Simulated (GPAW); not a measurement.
The system is Ti.

```
Ti
1.0
    -1.64100    1.64100    1.64100
     1.64100   -1.64100    1.64100
     1.64100    1.64100   -1.64100
Ti
1
Direct
  0.00000 0.00000 0.00000
```

This isn't the form of Ti at room conditions, which is hcp.

Base run:

| Property | Result |
| --- | --- |
| Program | GPAW 26.7.0 |
| Functional | r2SCAN |
| Potentials or basis | GPAW PAW data sets (gpaw-data 1.2.1) |
| Cutoff | 600 eV |
| Basis | pw |
| k mesh | 11 × 11 × 11 |
| Occupations | fermi-dirac, width 0.05 eV |
| Spin | no spin polarisation |

Its results: pressure -3.1 GPa.

**Question.** The run is repeated on the same cell with these changes: functional from r2SCAN to revTPSS. What comes out?

**Answer.** Pressure -5.7 GPa.

Caveats: the PAW data sets were made with another functional, which shifts forces and pressure a little.

Not every run made on this cell is shown here.
